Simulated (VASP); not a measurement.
# SnO₂: forms and broadenings of the independent-particle spectrum

SnO₂, P4_2/mnm (no. 136), 6 atoms in the cell. PBE, independent-particle dielectric function; PAW potentials Sn_d, O (PBE set).

## Input

INCAR.step1:
```
  PREC = Accurate
  ENCUT = 460
  ISMEAR = 0
  SIGMA = 0.02
  EDIFF = 1E-8
  LASPH = True
  KPAR = 4
  LWAVE = False
  LCHARG = False
  LEPSILON = True
```

INCAR.step2, as INCAR.step1 but for:
```
- LWAVE = False
- LEPSILON = True
+ LWAVE = True
+ NBANDS = 90
```

INCAR.step3:
```
  PREC = Accurate
  ENCUT = 460
  ISMEAR = 0
  SIGMA = 0.02
  EDIFF = 1E-7
  LASPH = True
  KPAR = 4
  LWAVE = False
  LCHARG = False
  LOPTICS = True
  NBANDS = 90
  NEDOS = 2000
  CSHIFT = 0.1
  ALGO = None
  NELM = 1
  ISTART = 1
```

INCAR.step4, as INCAR.step3 but for:
```
+ LNABLA = True
```

INCAR.step5, as INCAR.step4 but for:
```
- LNABLA = True
+ LPEAD = True
+ IPEAD = 1
```

INCAR.step6, as INCAR.step5 but for:
```
- IPEAD = 1
+ IPEAD = 3
```

INCAR.step7 changes the same tag again: IPEAD = 4.

INCAR.step8, as INCAR.step7 but for:
```
- CSHIFT = 0.1
- LPEAD = True
- IPEAD = 4
+ CSHIFT = 0.03
```

INCAR.step9, as INCAR.step8 but for:
```
- CSHIFT = 0.03
+ CSHIFT = 0.05
```

INCAR.step10 changes the same tag again: CSHIFT = 0.01.

INCAR.step11, as INCAR.step10 but for:
```
- ISMEAR = 0
- CSHIFT = 0.01
+ ISMEAR = -5
+ CSHIFT = 0.1
```

INCAR.step12, as INCAR.step11 but for:
```
- ISMEAR = -5
- SIGMA = 0.02
+ ISMEAR = 0
+ SIGMA = 0.2
```

INCAR.step13, as INCAR.step12 but for:
```
- SIGMA = 0.2
+ SIGMA = 0.02
+ OMEGAMAX = 12
```

INCAR.step14, as INCAR.step13 but for:
```
- OMEGAMAX = 12
+ OMEGAMAX = 60
```

KPOINTS:
```
k-points
0
Gamma
  4 4 6
```

POSCAR:
```
SnO2
1.0
    4.7380000000      0.0000000000      0.0000000000
    0.0000000000      4.7380000000      0.0000000000
    0.0000000000      0.0000000000      3.1865000000
Sn O
2 4
Direct
    0.5000000000      0.5000000000      0.5000000000
    0.0000000000      0.0000000000      0.0000000000
    0.8071000000      0.1929000000      0.5000000000
    0.6929000000      0.6929000000      0.0000000000
    0.1929000000      0.8071000000      0.5000000000
    0.3071000000      0.3071000000      0.0000000000
```

Commands (each step's output is kept before the next begins):
```
cat potpaw_PBE.64/Sn_d/POTCAR potpaw_PBE.64/O/POTCAR > POTCAR
cp INCAR.step1 INCAR
mpirun -np 4 vasp_std > vasp.out
rm WAVECAR CHG
cp INCAR.step2 INCAR
mpirun -np 4 vasp_std > vasp.out
cp INCAR.step3 INCAR
mpirun -np 4 vasp_std > vasp.out
cp INCAR.step4 INCAR
mpirun -np 4 vasp_std > vasp.out
cp INCAR.step5 INCAR
mpirun -np 4 vasp_std > vasp.out
cp INCAR.step6 INCAR
mpirun -np 4 vasp_std > vasp.out
cp INCAR.step7 INCAR
mpirun -np 4 vasp_std > vasp.out
cp INCAR.step8 INCAR
mpirun -np 4 vasp_std > vasp.out
cp INCAR.step9 INCAR
mpirun -np 4 vasp_std > vasp.out
cp INCAR.step10 INCAR
mpirun -np 4 vasp_std > vasp.out
cp INCAR.step11 INCAR
mpirun -np 4 vasp_std > vasp.out
cp INCAR.step12 INCAR
mpirun -np 4 vasp_std > vasp.out
cp INCAR.step13 INCAR
mpirun -np 4 vasp_std > vasp.out
cp INCAR.step14 INCAR
mpirun -np 4 vasp_std > vasp.out
```

## Result

- Direct gap on the mesh (eV): 1.27
- Gap on the mesh (eV): 1.27
- Bands: 90

One ground state, settings moved in the last step alone:

| Settings | ε at zero frequency | Mean energy of the absorption, weighted by Im ε (eV) | Time (s) |
|---|---|---|---|
| longitudinal form, CSHIFT 0.1 | 4.51 | 10.75 | 6 |
| transversal form (LNABLA) | 4.40 | 10.72 | 5 |
| finite differences (LPEAD), order 1 | 4.12 | 11.05 | 8 |
| finite differences (LPEAD), order 3 | 4.36 | 10.86 | 14 |
| finite differences (LPEAD), order 4 | 4.37 | 10.85 | 15 |
| CSHIFT 0.03 | 4.51 | 10.77 | 5 |
| CSHIFT 0.05 | 4.51 | 10.74 | 5 |
| CSHIFT 0.01 | 4.51 | 10.77 | 5 |
| tetrahedron method | 4.32 | 10.88 | 6 |
| SIGMA 0.2 | 4.51 | 10.75 | 7 |
| OMEGAMAX 12, which cuts the spectrum short | 3.50 | – | 6 |
| OMEGAMAX 60 | 4.50 | 10.75 | 6 |

The mean energy covers the spectrum up to 20 eV.

On the same mesh, density-functional perturbation theory with local fields gives ε = 4.47.

Limits: The 4×4×6 mesh is coarse for a spectrum: peaks stand apart that a denser mesh merges, and ε at zero frequency can be far too high; spin-orbit coupling is left out, which can matter with atoms this heavy.

VASP 6.6.1 took 267 s on 4 cores (Intel Xeon Platinum 8488C (Sapphire Rapids)), a shared host.
